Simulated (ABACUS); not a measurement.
PbS (Galena):

```
Pb S
1.0
     0.00000    2.96575    2.96575
     2.96575    0.00000    2.96575
     2.96575    2.96575    0.00000
Pb S
1 1
Direct
  0.00000 0.00000 0.00000
  0.50000 0.50000 0.50000
```

```yaml
Program: ABACUS 3.10.1
Task: single point
Functional: PBE
Potentials_or_basis: PseudoDojo NC SR 0.4.1 PBE standard
Cutoff: 857 eV
Density_cutoff: 3429 eV
Basis: plane waves
k_mesh: 8 × 8 × 8
Occupations: fermi-dirac, width 0.05 eV
Spin: no spin polarisation
```

On this cell: pressure 2.2 GPa; largest force zero by symmetry; band gap on the k mesh 0.37 eV, direct.

The same run follows on a disturbed copy (atoms moved at random, drawn with an rms of 0.05 Å):

```xyz
2
Lattice="0.0000 2.9657 2.9657 2.9657 0.0000 2.9657 2.9657 2.9657 0.0000" Properties=species:S:1:pos:R:3 pbc="T T T"
Pb    0.0344   -0.0409    0.0070
S     2.9727    2.9388    2.9633
```

Q: What changes?

A: The energy moves by +0.1 meV/atom; pressure 2.3 GPa; largest force 0.018 eV/Å; band gap on the k mesh 0.37 eV, direct.

Forces in eV/Å, atoms in the order of the input:
```
Pb  -0.016  0.008 -0.005
S    0.016 -0.008  0.005
```

Caveats: spin-orbit coupling is left out, which as a rule narrows the gap of such compounds by several tenths of an eV.

A k mesh can miss the band edges.
